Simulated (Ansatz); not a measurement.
Space group C2/m (No. 12). a = 4.356 Å, b = 4.360 Å, c = 6.342 Å, α = 90.00°, β = 109.79°, γ = 90.00°
```
atom site symmetry x y z
  Sb    4i m  0.8803  0.5000  0.2576
```

Equation of state of this Sb structure (not necessarily the ground state), with shape and atoms relaxed at each volume where symmetry leaves them free. It has no gap at any of these volumes. These are results of Ansatz 0.2.0, DFT PBE+D3(BJ), scalar-relativistic, plane waves, PAW, not measurements.

Settings: cutoff 420 eV, Γ-centred mesh 10×10×8 on the computed 4-atom cell, Gaussian smearing of 0.10 eV; no spin polarisation.

| V (Å³/atom) | E − E(largest V) (meV/atom) | P (GPa) |
| --- | --- | --- |
| 25.787 | 29.27 | 5.92 |
| 26.637 | 4.39 | 3.54 |
| 27.487 | -9.03 | 1.58 |
| 28.337 | -13.11 | 0.00 |
| 29.187 | -9.57 | -1.29 |
| 30.037 | 0.00 | -2.28 |

**Question.** Fit a third-order Birch–Murnaghan equation to E(V).

**Answer.** V0 = 28.34 Å³/atom, B0 = 47 GPa, B0' = 6.1.

Spin-orbit coupling is left out, which matters for the bands of heavy elements.

This form isn't the element's structure at ambient conditions.